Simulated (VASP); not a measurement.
# BAs (F-43m) in VASP: further runs

Aim: see how the results for BAs move with the level of theory and the settings. Levels: HSEsol, PBE, TPSS, revTPSS. Tasks: relaxation of cell and atoms, single point.

Program: VASP 6.6.1. These are calculated values, not measurements. Logs are shortened: lines on timing, memory, paths and dates and some standing lists are left out, and cuts for length are marked.

## Step 1: Starting point

It takes space group F-43m (No. 216, cubic). Conventional cell: a = 4.777 Å, b = 4.777 Å, c = 4.777 Å, α = 90.00°, β = 90.00°, γ = 90.00°. As (site symmetry -43m) has 4 B at 2.07 Å as nearest neighbours. B (site symmetry -43m) has 4 As at 2.07 Å as nearest neighbours.

## Step 2: Relaxation of cell and atoms, HSEsol

POSCAR reads:

```
BAs
1.0
    0.0000000000      2.3885000000      2.3885000000
    2.3885000000      0.0000000000      2.3885000000
    2.3885000000      2.3885000000      0.0000000000
As B
1 1
Direct
    0.7500000000      0.7500000000      0.7500000000
    0.0000000000      0.0000000000      0.0000000000
```

INCAR.step1 reads:

```
PREC = Accurate ; ENCUT = 600
EDIFF = 1E-5 ; ISMEAR = -1
SIGMA = 0.05 ; LREAL = F
LASPH = T ; NELM = 60
ALGO = Normal ; LWAVE = T
LCHARG = F ; GGA = PE
```

INCAR.step2 reads:

```
PREC = Accurate ; ENCUT = 600
EDIFF = 1E-6 ; ISMEAR = -1
SIGMA = 0.05 ; LREAL = F
LASPH = T ; NELM = 60
ALGO = Normal ; ISIF = 3
LWAVE = F ; LCHARG = F
GGA = PS ; LHFCALC = T
HFSCREEN = 0.2 ; PRECFOCK = Fast
IBRION = 2 ; NSW = 60
EDIFFG = -0.01 ; ISTART = 1
```

KPOINTS reads:

```
Automatic mesh
0
Gamma
  5 5 5
```

Potentials or basis: VASP PAW PBE potentials, release 64 (As, B).

Started as:

```bash
> cat potpaw_PBE.64/As/POTCAR potpaw_PBE.64/B/POTCAR > POTCAR
> cp INCAR.step1 INCAR
> mpirun -np 1 vasp_std > vasp.out
> cp INCAR.step2 INCAR
> mpirun -np 1 vasp_std > vasp.out
```

OUTCAR:

```text
PREC = Accurate
   ENCUT = 600
   EDIFF = 1E-6
   ISMEAR = -1
   LREAL = F
   LASPH = T
   NELM = 60
   ISIF = 3
   GGA = PS
   LHFCALC = T
   HFSCREEN = 0.2
   PRECFOCK = Fast
   IBRION = 2
   NSW = 60
   EDIFFG = -0.01
   ISTART = 1

 ion  position               nearest neighbor table
   1  0.750  0.750  0.750-   2 2.07   2 2.07   2 2.07   2 2.07
   2  0.000  0.000  0.000-   1 2.07   1 2.07   1 2.07   1 2.07

  LATTYP: Found a face centered cubic cell.
 ALAT       =     4.7770000000

  Lattice vectors:

 A1 = (   0.0000000000,   2.3885000000,   2.3885000000)
 A2 = (   2.3885000000,   0.0000000000,   2.3885000000)
 A3 = (   2.3885000000,   2.3885000000,   0.0000000000)

Analysis of symmetry for initial positions (statically):
=====================================================================
 Subroutine PRICEL returns:
 Original cell was already a primitive cell.

 Routine SETGRP: Setting up the symmetry group for a
 face centered cubic supercell.

 Subroutine GETGRP returns: Found 24 space group operations
 (whereof 24 operations were pure point group operations)
 out of a pool of 48 trial point group operations.

The static configuration has the point symmetry T_d .

Analysis of symmetry for dynamics (positions and initial velocities):
=====================================================================
 Subroutine PRICEL returns:
 Original cell was already a primitive cell.

 Routine SETGRP: Setting up the symmetry group for a
 face centered cubic supercell.

 Subroutine GETGRP returns: Found 24 space group operations
 (whereof 24 operations were pure point group operations)
 out of a pool of 48 trial point group operations.

The dynamic configuration has the point symmetry T_d .

 Subroutine INISYM returns: Found 24 space group operations
 (whereof 24 operations are pure point group operations),
 and found     1 'primitive' translations

----------------------------------------------------------------------------------------

                                     Primitive cell

  volume of cell :      27.2525

  direct lattice vectors                    reciprocal lattice vectors
     0.000000000  2.388500000  2.388500000    -0.209336404  0.209336404  0.209336404
[... 68 lines left out ...]
   LASPH  =      T    aspherical Exc in radial PAW
   ENCUT  =  600.0 eV  44.10 Ry    6.64 a.u.   6.75  6.75  6.75*2*pi/ulx,y,z
   NELM   =     60;   NELMIN=  2; NELMDL=  0     # of ELM steps
   EDIFF  = 0.1E-05   stopping-criterion for ELM
   LREAL  =      F    real-space projection
   EDIFFG = -.1E-01   stopping-criterion for IOM
   NSW    =     60    number of steps for IOM
   IBRION =      2    ionic relax: 0-MD 1-quasi-New 2-CG
   NFREE  =      1    steps in history (QN), initial steepest desc. (CG)
   ISIF   =      3    stress and relaxation
   ISYM   =      3    0-nonsym 1-usesym 2-fastsym
   POTIM  = 0.5000    time-step for ionic-motion
   TEBEG  =    0.0;   TEEND  =   0.0 temperature during run
   PSTRESS=    0.0 pullay stress
   NELECT =       8.0000    total number of electrons
   NUPDOWN=      -1.0000    fix difference up-down
   EMIN   =  10.00;   EMAX   =-10.00  energy-range for DOS
   EFERMI =   0.00;   METHOD = LEGACY
   ISMEAR =    -1;   SIGMA  =   0.05  broadening in eV -4-tet -1-fermi 0-gaus
   EFERMI_NEDOS =   21; number of points for ismear=-14 and -15
   IALGO  =     38    algorithm
   IMIX   =      1    mixing-type and parameters
     AMIX     =   0.40;   BMIX     =  1.00
     AMIX_MAG =   1.60;   BMIX_MAG =  1.00
  volume/ion in A,a.u.               =      13.63        91.95
  Fermi-wavevector in a.u.,A,eV,Ry     =   1.088018  2.056057 16.106360  1.183784
  Thomas-Fermi vector in A             =   2.224191
   LORBIT       =      0    0 simple, 1 ext, 2 COOP (PROOUT), +10 PAW based schemes
   GGA     = PS    functional components
   LHFCALC =     T    Hartree Fock is set to
   PRECFOCK=fast      Normal, Fast or Accurate (Low or Medium for compatibility)
   ENCUT4O =  -1.0   cutoff for four orbital integrals eV
   NKREDX  =     1    reduce k-point grid by
   NKREDY  =     1    reduce k-point grid by
   NKREDZ  =     1    reduce k-point grid by
   AEXX    =    0.2500 exact exchange contribution
   HFSCREEN=    0.2000 screening length (either q_TF or 0.3 A-1)
   HFSCREENC=   0.2000 screening length for correlation (either q_TF or 0.3 A-1)
   ENCUTFOCK=  -1.0 apply spherical cutoff to Coloumb kernel
   IVDW    =     0    specifies the selected vdW correction
   LEPSILON=     F    determine dielectric tensor
   LRPA    =     F    only Hartree local field effects (RPA)
 conjugate gradient relaxation of ions
 non-spin polarized calculation
  energy-cutoff  :      600.00
  volume of cell :       27.25
 maximum number of plane-waves:       941
  NGX = 16; NGY = 16; NGZ = 16

--------------------------------------- Ionic step        1  -------------------------------------------

 number of electron       8.0000000 magnetization

 Free energy of the ion-electron system (eV)
  ---------------------------------------------------
  ext. energy  EPLUGINS =         0.00000000
  ---------------------------------------------------
  free energy    TOTEN  =       -13.76762830 eV

  energy without entropy =      -13.76762830  energy(sigma->0) =      -13.76762830

------------------------ aborting loop because EDIFF is reached ----------------------------------------

  FORCE on cell =-STRESS in cart. coord.  units (eV):
  Direction    XX          YY          ZZ          XY          YZ          ZX
  --------------------------------------------------------------------------------------
  -------------------------------------------------------------------------------------
  Total       -0.4404302     -0.4404302     -0.4404302     -0.0000000      0.0000000      0.0000000
  in kB      -25.8929772    -25.8929772    -25.8929772     -0.0000000      0.0000000      0.0000000
  external PRESSURE =     -25.8929772 kB  Pullay stress =       0.0000000 kB
[... 59 lines left out ...]
--------------------------------------- Ionic step        3  -------------------------------------------

 number of electron       8.0000000 magnetization

 Free energy of the ion-electron system (eV)
  ---------------------------------------------------
  ext. energy  EPLUGINS =         0.00000000
  ---------------------------------------------------
  free energy    TOTEN  =       -13.77148005 eV

  energy without entropy =      -13.77148005  energy(sigma->0) =      -13.77148005

 E-fermi :   6.7157     XC(G=0):  -8.8837

 val. band max:        5.8389850607   @ k =   0.0000   0.0000   0.0000
 cond. band min:       7.6270073822   @ k =   0.4000   0.4000   0.0000
 fundamental gap:      1.7880223214
 Fermi energy:         6.7156812962

 k-point     1 :       0.0000    0.0000    0.0000
  band No.  band energies     occupation
      1     -11.3112      2.00000
      2       5.8390      2.00000
      3       5.8390      2.00000
      4       5.8390      2.00000
      5       9.9773      0.00000
      6       9.9773      0.00000
      7       9.9773      0.00000
      8      11.9725      0.00000
[... 126 lines left out ...]
  FREE ENERGIE OF THE ION-ELECTRON SYSTEM (eV)
  ---------------------------------------------------
  free  energy   TOTEN  =       -13.7714800539 eV

  energy  without entropy=      -13.7714800517  energy(sigma->0) =      -13.77148005

 reached required accuracy - stopping structural energy minimisation
```

Wall time 3 min (1 thread of Intel Xeon Platinum 8488C (Sapphire Rapids), shared host); peak memory 0.26 GiB.

Results:

| Property | Result |
| --- | --- |
| Free energy | -13.7715 eV |
| Relaxed volume | 13.39 Å³/atom |
| Relaxed cell | a = 3.358 Å, b = 3.358 Å, c = 3.358 Å, α = 60.00°, β = 60.00°, γ = 60.00° |
| Space group after relaxing (to 0.05 Å) | F-43m (No. 216) |
| Energy gained by relaxing | 1.9 meV/atom |
| Ionic steps | 3 |
| Pressure after relaxing | 0.0 GPa |
| Band gap on the k mesh | 1.79 eV, indirect (least direct gap 4.14 eV) |

Step by step:
| step | energy change (eV) | largest force (eV/Å) | pressure (GPa) | volume (Å³) |
| --- | --- | --- | --- | --- |
| 1 | 0.0000 | 0.0000 | -2.59 | 27.25 |
| 2 | -0.0011 | 0.0000 | 2.29 | 26.39 |
| 3 | -0.0039 | 0.0000 | 0.00 | 26.78 |

Final structure:
```
CELL_PARAMETERS angstrom
0.00000 2.37469 2.37469
2.37469 0.00000 2.37469
2.37469 2.37469 0.00000
ATOMIC_POSITIONS crystal
As 0.75000 0.75000 0.75000
B 0.00000 0.00000 0.00000
```

Levels at points of the mesh, in eV from the valence-band top:
| k point | band 1 | band 2 | band 3 | band 4 | band 5 | band 6 | band 7 | band 8 |
| --- | --- | --- | --- | --- | --- | --- | --- | --- |
| (0.00, 0.00, 0.00) | -17.15 | 0.00 | 0.00 | 0.00 | 4.14 | 4.14 | 4.14 | 6.13 |

Caveat: the k mesh is coarse (spacing up to 0.46 Å⁻¹), so the values aren't converged, least of all with exact exchange; the PAW data sets were made with another functional, which shifts forces and pressure a little; an odd mesh through Γ misses points on the zone boundary, where band edges often lie.

## Step 3: Single point, PBE

INCAR reads:

```
  ALGO = Normal
  EDIFF = 1E-6
  ENCUT = 520
  GGA = PE
  ISIF = 2
  ISMEAR = 0
  LASPH = True
  LCHARG = False
  LREAL = False
  LWAVE = False
  NELM = 80
  PREC = Accurate
  SIGMA = 0.012
```

KPOINTS reads:

```
k-points
0
Gamma
  10 10 10
```

POSCAR is that of step 2.

Potentials or basis: VASP PAW PBE potentials, release 64 (As, B).

Started as:

```bash
> cat potpaw_PBE.64/As/POTCAR potpaw_PBE.64/B/POTCAR > POTCAR
> mpirun -np 1 vasp_std > vasp.out
```

OUTCAR:

```text
EDIFF = 1E-6
   ENCUT = 520
   GGA = PE
   ISIF = 2
   ISMEAR = 0
   LASPH = True
   LREAL = False
   NELM = 80
   PREC = Accurate

 ion  position               nearest neighbor table
   1  0.750  0.750  0.750-   2 2.07   2 2.07   2 2.07   2 2.07
   2  0.000  0.000  0.000-   1 2.07   1 2.07   1 2.07   1 2.07

  LATTYP: Found a face centered cubic cell.
 ALAT       =     4.7770000000

  Lattice vectors:

 A1 = (   0.0000000000,   2.3885000000,   2.3885000000)
 A2 = (   2.3885000000,   0.0000000000,   2.3885000000)
 A3 = (   2.3885000000,   2.3885000000,   0.0000000000)

Analysis of symmetry for initial positions (statically):
=====================================================================
 Subroutine PRICEL returns:
 Original cell was already a primitive cell.

 Routine SETGRP: Setting up the symmetry group for a
 face centered cubic supercell.

 Subroutine GETGRP returns: Found 24 space group operations
 (whereof 24 operations were pure point group operations)
 out of a pool of 48 trial point group operations.

The static configuration has the point symmetry T_d .

Analysis of symmetry for dynamics (positions and initial velocities):
[... 184 lines left out ...]

 val. band max:        6.1262630968   @ k =   0.0000   0.0000   0.0000
 cond. band min:       7.3017478802   @ k =   0.4000   0.4000   0.0000
 fundamental gap:      1.1754847834
 Fermi energy:         6.1732414874

 k-point     1 :       0.0000    0.0000    0.0000
  band No.  band energies     occupation
      1      -9.2749      2.00000
      2       6.1263      2.00000
      3       6.1263      2.00000
      4       6.1263      2.00000
      5       9.4028      0.00000
      6       9.4028      0.00000
      7       9.4028      0.00000
      8      10.8130      0.00000
[... 419 lines left out ...]
 k-point    40 :      -0.2000    0.3000    0.1000
  band No.  band energies     occupation
      1      -6.6530      2.00000
      2      -0.5430      2.00000
      3       1.1148      2.00000
      4       3.5824      2.00000
      5      10.2717      0.00000
      6      11.3533      0.00000
      7      12.3776      0.00000
      8      14.3419      0.00000

 [... further k-points ...]
[... 5 lines left out ...]
  --------------------------------------------------------------------------------------
  -------------------------------------------------------------------------------------
  Total        0.5827604      0.5827604      0.5827604      0.0000000      0.0000000      0.0000000
  in kB       34.2605907     34.2605907     34.2605907      0.0000000      0.0000000      0.0000000
  external PRESSURE =      34.2605907 kB  Pullay stress =       0.0000000 kB

 VOLUME and BASIS-vectors are now :
 -----------------------------------------------------------------------------
  energy-cutoff  :      520.00
  volume of cell :       27.25
      direct lattice vectors                 reciprocal lattice vectors
     0.000000000  2.388500000  2.388500000    -0.209336404  0.209336404  0.209336404
     2.388500000  0.000000000  2.388500000     0.209336404 -0.209336404  0.209336404
     2.388500000  2.388500000  0.000000000     0.209336404  0.209336404 -0.209336404

 POSITION                                       TOTAL-FORCE (eV/Angst)
 -----------------------------------------------------------------------------------
      3.58275      3.58275      3.58275        -0.000000     -0.000000     -0.000000
      0.00000      0.00000      0.00000         0.000000      0.000000      0.000000
 -----------------------------------------------------------------------------------
    total drift:                                0.000000      0.000000      0.000000

  FREE ENERGIE OF THE ION-ELECTRON SYSTEM (eV)
  ---------------------------------------------------
  free  energy   TOTEN  =       -11.4064028135 eV

  energy  without entropy=      -11.4064028135  energy(sigma->0) =      -11.40640281
```

Wall time 14 s (1 thread of Intel Xeon Platinum 8488C (Sapphire Rapids), shared host); peak memory 0.15 GiB.

Results:

```yaml
Free_energy: -11.4064 eV
Pressure: 3.4 GPa
Band_gap_on_the_k_mesh: 1.18 eV, indirect (least direct gap 3.28 eV)
```

## Step 4: Relaxation of cell and atoms, TPSS

INCAR reads:

```
PREC = Accurate ; ENCUT = 600
EDIFF = 1E-6 ; ISMEAR = -1
SIGMA = 0.05 ; LREAL = False
LASPH = True ; NELM = 80
ALGO = Normal ; ISIF = 3
LWAVE = False ; LCHARG = False
METAGGA = TPSS ; LMIXTAU = True
IBRION = 2 ; NSW = 60
EDIFFG = -0.02
```

KPOINTS reads:

```
regular mesh
0
Gamma
  10 10 10
```

POSCAR is that of step 3.

Started as:

```bash
> cat potpaw_PBE.64/As/POTCAR potpaw_PBE.64/B/POTCAR > POTCAR
> mpirun -np 1 vasp_std > vasp.out
```

Wall time 1.8 min (1 thread of Intel Xeon Platinum 8488C (Sapphire Rapids), shared host); peak memory 0.17 GiB.

The run converged. Its results:

- Free energy: -20.6006 eV
- Relaxed volume: 13.90 Å³/atom
- Relaxed cell: a = 3.400 Å, b = 3.400 Å, c = 3.400 Å, α = 60.00°, β = 60.00°, γ = 60.00°
- Space group after relaxing (to 0.05 Å): F-43m (No. 216)
- Energy gained by relaxing: 2.3 meV/atom
- Ionic steps: 3
- Pressure after relaxing: 0.0 GPa
- Band gap on the k mesh: 1.19 eV, indirect (least direct gap 3.34 eV)

Step by step:
```
step  energy change (eV)  largest force (eV/Å)  pressure (GPa)  volume (Å³)
   1              0.0000                0.0000            2.78        27.25
   2             -0.0025                0.0000           -1.79        28.20
   3             -0.0047                0.0000            0.01        27.80
```

Final structure:
```
As B
1.0
     0.00000    2.40449    2.40449
     2.40449    0.00000    2.40449
     2.40449    2.40449    0.00000
As B
1 1
Cartesian
  3.6067 3.6067 3.6067
  0.0000 0.0000 0.0000
```

Levels at points of the mesh, in eV from the valence-band top:
```
           k point  band 2  band 3  band 4  band 5  band 6  band 7
(0.00, 0.00, 0.00)    0.00    0.00    0.00    3.34    3.34    3.34
(0.50, 0.00, 0.00)   -8.82   -1.82   -1.82    2.63    4.87    4.87
(0.50, 0.50, 0.00)   -8.61   -4.06   -4.06    1.42    1.47   11.45
```

Caveat: the PAW data sets were made with another functional, which shifts forces and pressure a little.

## Step 5: Relaxation of cell and atoms, revTPSS

INCAR reads:

```
SYSTEM = BAs
PREC     = Accurate       ! precision mode
ENCUT    = 600            ! plane-wave cutoff, eV
EDIFF    = 1E-6           ! SCF threshold, eV
ISMEAR   = -1             ! smearing method
SIGMA    = 0.05           ! smearing width, eV
LREAL    = .False.        ! projectors in reciprocal space
LASPH    = .True.         ! aspherical terms in the spheres
NELM     = 100            ! most SCF steps
ALGO     = Normal         ! electronic algorithm
ISIF     = 3              ! what is computed and relaxed
LWAVE    = .False.        ! write WAVECAR
LCHARG   = .False.        ! write CHGCAR
METAGGA  = RTPSS          ! meta-GGA
LMIXTAU  = .True.       
IBRION   = 2              ! ionic algorithm
NSW      = 40             ! ionic steps
EDIFFG   = -0.01          ! ionic threshold
```

KPOINTS reads:

```
regular mesh
0
Gamma
  10 10 10
  0 0 0
```

POSCAR is that of step 4.

Started as:

```bash
> cat potpaw_PBE.64/As/POTCAR potpaw_PBE.64/B/POTCAR > POTCAR
> mpirun -np 1 vasp_std > vasp.out
```

It took 2.1 min on 1 thread of Intel Xeon Platinum 8488C (Sapphire Rapids), shared host; peak memory 0.17 GiB.

The run converged. Its results:

```yaml
Free_energy: -5.5201 eV
Relaxed_volume: 13.70 Å³/atom
Relaxed_cell: a = 3.384 Å, b = 3.384 Å, c = 3.384 Å, α = 60.00°, β = 60.00°, γ = 60.00°
Space_group_after_relaxing_to_0.05_Å: F-43m (No. 216)
Energy_gained_by_relaxing: 0.2 meV/atom
Ionic_steps: 3
Pressure_after_relaxing: 0.0 GPa
Band_gap_on_the_k_mesh: 1.08 eV, indirect (least direct gap 3.32 eV)
```

Step by step:
```csv
step,energy change (eV),largest force (eV/Å),pressure (GPa),volume (Å³)
1,0.0000,0.0000,0.70,27.25
2,-0.0002,0.0000,-0.44,27.49
3,-0.0003,0.0000,0.01,27.40
```

Final structure:
```xyz
2
Lattice="0.0000 2.3928 2.3928 2.3928 0.0000 2.3928 2.3928 2.3928 0.0000" Properties=species:S:1:pos:R:3 pbc="T T T"
As    3.5892    3.5892    3.5892
B     0.0000    0.0000    0.0000
```

Levels at points of the mesh, in eV from the valence-band top:
```csv
k point,band 2,band 3,band 4,band 5,band 6,band 7
"(0.00, 0.00, 0.00)",0.00,0.00,0.00,3.32,3.32,3.32
"(0.50, 0.00, 0.00)",-8.96,-1.85,-1.85,2.67,4.82,4.82
"(0.50, 0.50, 0.00)",-8.71,-4.14,-4.14,1.30,1.35,11.57
```

Caveat: the PAW data sets were made with another functional, which shifts forces and pressure a little.

## Step 6: The runs side by side

```tsv
task	level	cell	k mesh	cutoff (eV)	smearing	grid for exact exchange (PRECFOCK)	mesh quality	gap on the mesh (eV)	pressure (GPa)	relaxed volume (Å³/atom)
relaxation of cell and atoms	HSEsol	relaxed	5 × 5 × 5	600	fermi-dirac 0.05 eV	Fast	coarse	1.79	0.0	13.39
single point	PBE	as given	10 × 10 × 10	520	gaussian 0.012 eV	-	not flagged	1.18	3.4	-
relaxation of cell and atoms	TPSS	relaxed	10 × 10 × 10	600	fermi-dirac 0.05 eV	-	not flagged	1.19	0.0	13.90
relaxation of cell and atoms	revTPSS	relaxed	10 × 10 × 10	600	fermi-dirac 0.05 eV	-	not flagged	1.08	0.0	13.70
```

Alike in all rows: potentials or basis VASP PAW PBE potentials, release 64 (As, B); no spin polarisation.

Caveats: some runs use coarse meshes; the PAW data sets were made with another functional, which shifts forces and pressure a little (some runs); an odd mesh through Γ misses points on the zone boundary, where band edges often lie (some runs).

Total energies depend on the potentials used, so only differences within one code and one set of settings carry meaning.
